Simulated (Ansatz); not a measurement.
# VO2, space group P4_2/mnm: a convergence test of the plane-wave cutoff

With the Python package of Ansatz (0.2.0).

Notebook, run cell by cell (the value of a cell's last expression is shown):

In [1]:
```python
import ansatz as az
import matplotlib.pyplot as plt
```

In [2]:
```python
crystal = (
    az.Lattice.from_parameters(4.53, 4.53, 2.869, alpha=90.0, beta=90.0, gamma=90.0)
    .atom('V', (0.0, 0.0, 0.0))
    .atom('V', (0.5, 0.5, 0.5))
    .atom('O', (0.305, 0.305, 0.0))
    .atom('O', (0.195, 0.805, 0.5))
    .atom('O', (0.695, 0.695, 0.0))
    .atom('O', (0.805, 0.195, 0.5))
    .moments(V=1.0)
)
```

In [3]:
```python
crystal.resolved().tree()['lattice']
```
Out [3]:
```text
((4.53, 0.0, 0.0), (2.7738250000687554e-16, 4.53, 0.0),
 (1.7567558333768783e-16, 1.7567558333768783e-16, 2.869))
```

In [4]:
```python
calculation = (
    crystal.calculation()
    .functional('pbe')
    .kpoints(6, 6, 9)
    .occupations(az.OccupationsMethod.FERMI_DIRAC)
    .spin('collinear')
    .hubbard('V', 'd', u_eff=2.0)
    .stress()
)
```

In [5]:
```python
rows = []
for value in [250, 350, 450, 550]:
    data = calculation.basis(value).run(threads=1).report
    rows.append((value, data['free_energy_ev'] / len(data['lattice']['sites']), data['n_iterations'], sum(data['stress_gpa'][i][i] for i in range(3)) / 3, data['magnetization_mub'], data['n_pw']))
```
```text
DeckWarning: basis.ecutwfc = 250 eV is below the records' recommended 420 eV, and the density's cutoff is lower with it unless basis.ecutrho_ratio is high enough to keep the records' density cutoff: compare with a run at a higher cutoff
DeckWarning: basis.ecutrho_ratio 4 (ecutrho = 1000 eV, dense FFT grid 24×24×15): the grid does not resolve the core-correction charge of O (measure 0.10 e/Å^2.5); warned from 0.08. The energy and [...]
DeckWarning: basis.ecutwfc = 350 eV is below the records' recommended 420 eV, and the density's cutoff is lower with it unless basis.ecutrho_ratio is high enough to keep the records' density cutoff: compare with a run at a higher cutoff
```

In [6]:
```python
print(' cutoff (eV)   F/atom (eV)    iterations       P (GPa)  moment (muB)   plane waves')
for row in rows:
    print(f'{str(row[0]):>12s}  {row[1]:12.5f}  {row[2]:12d}  {row[3]:12.3f}  {row[4]:12.3f}  {row[5]:12d}')
```
```text
 cutoff (eV)   F/atom (eV)    iterations       P (GPa)  moment (muB)   plane waves
         250   -1347.54692            19         1.582         2.000           515
         350   -1349.07636            19         6.950         2.000           881
         450   -1349.14557            19         7.326         2.000          1265
         550   -1349.14681            19         7.312         2.000          1747
```

In [7]:
```python
# differences from the last row
for row in rows[:-1]:
    shift = 1000 * (row[1] - rows[-1][1])
    print(f'{row[0]}: {shift:+.2f} meV/atom' + ('  (within 2 meV)' if abs(shift) < 2 else ''))
plt.figure(figsize=(4.5, 3))
plt.plot([str(row[0]) for row in rows], [1000 * (row[1] - rows[-1][1]) for row in rows], 'o-')
plt.xlabel('cutoff (eV)')
plt.ylabel('F - F(last) (meV/atom)')
plt.tight_layout()
plt.savefig('ecut.png', dpi=100)
```
```text
250: +1599.88 meV/atom
350: +70.45 meV/atom
450: +1.24 meV/atom  (within 2 meV)
```

From 450 eV on it stays within 2 meV an atom of the value at 550 eV; the first row (250 eV) is off by 1599.9 meV and the last but one by 1.24 meV. The energy falls steadily, as expected when plane waves are added. The pressure moves from 1.58 to 7.31 GPa (the program's stress holds a Pulay correction, so it settles early). The last run costs about 3.0 times the first.

Caveats:
- Other magnetic orders than the one started from may lie lower.
- For a metal this k-point mesh is coarse: on a finer one energies can move by several to tens of meV an atom and pressures by half a GPa or more, differences at one mesh by less.
- Of the deposited cell: the entry's cell lengths or inner coordinates differ somewhat from later room-temperature determinations.
- This is a high-temperature or high-pressure form, not the ambient phase.
- Pressure is positive in compression.
- The structure is a deposited one; some such entries were measured under pressure or heat, so a shift against it needn't be the functional's error alone.
- Warnings are shown shortened and without file and line.
- Shifts are counted from the last row, which is itself no proven limit.
- Wall time of the script: 16 min on 1 thread of Arm Neoverse V2 (shared host), peak memory 1.8 GiB.
